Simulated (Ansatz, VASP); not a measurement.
## Two plane-wave programs on KF

The input INCAR:

```
PREC = Accurate
ENCUT = 520
EDIFF = 1E-6
ISMEAR = 0
SIGMA = 0.02
LREAL = F
LASPH = T
NELM = 80
ALGO = Fast
ISIF = 2
LWAVE = F
LCHARG = T
GGA = PE
LELF = T
LVHAR = T
NBANDS = 15
```

KPOINTS

```
Automatic mesh
0
Gamma
  8 8 8
```

Contents of POSCAR:

```
KF
1.0
    0.0000000000      2.9150000000      2.9150000000
    2.9150000000      0.0000000000      2.9150000000
    2.9150000000      2.9150000000      0.0000000000
K F
1 1
Direct
    0.0000000000      0.0000000000      0.0000000000
    0.2500000000      0.2500000000      0.2500000000
```

Input for Ansatz:

```yaml
crystal:
  lattice:
    - [0.0, 2.915, 2.915]
    - [2.915, 0.0, 2.915]
    - [2.915, 2.915, 0.0]
  atoms:
    - { symbol: K, position: [0.0, 0.0, 0.0] }
    - { symbol: F, position: [0.25, 0.25, 0.25] }
basis:
  ecutwfc: 420
kpoints:
  mp_grid: { grid: [8, 8, 8] }
hamiltonian:
  xc: pbe
scf:
  occupations: { method: gaussian, width: 0.02 }
output:
  forces: true
  stress: true
  eigenvalues: true
```

Alike in both runs: task single point; functional PBE; k mesh 8 × 8 × 8; occupations gaussian, width 0.02 eV; no spin polarisation.

```csv
,VASP,Ansatz
version,VASP 6.6.1,Ansatz 0.2.0
potentials or method,"VASP PAW PBE potentials, release 64 (K_sv, F)","scalar-relativistic, plane waves, PAW"
plane-wave cutoff (eV),520,420
valence electrons in the cell,16,16
```

|  | VASP | Ansatz | Ansatz less VASP |
| --- | --- | --- | --- |
| gap on the k mesh at the Fermi level (eV) | 5.21 | 5.23 | +0.012 |
| least direct gap on the mesh (eV) | 5.44 | 5.45 | +0.014 |
| pressure (GPa) | 1.5 | 1.4 | -0.05 |

A k mesh can miss the band edges. A hybrid or GW would open this gap; PBE tends to underestimate it.
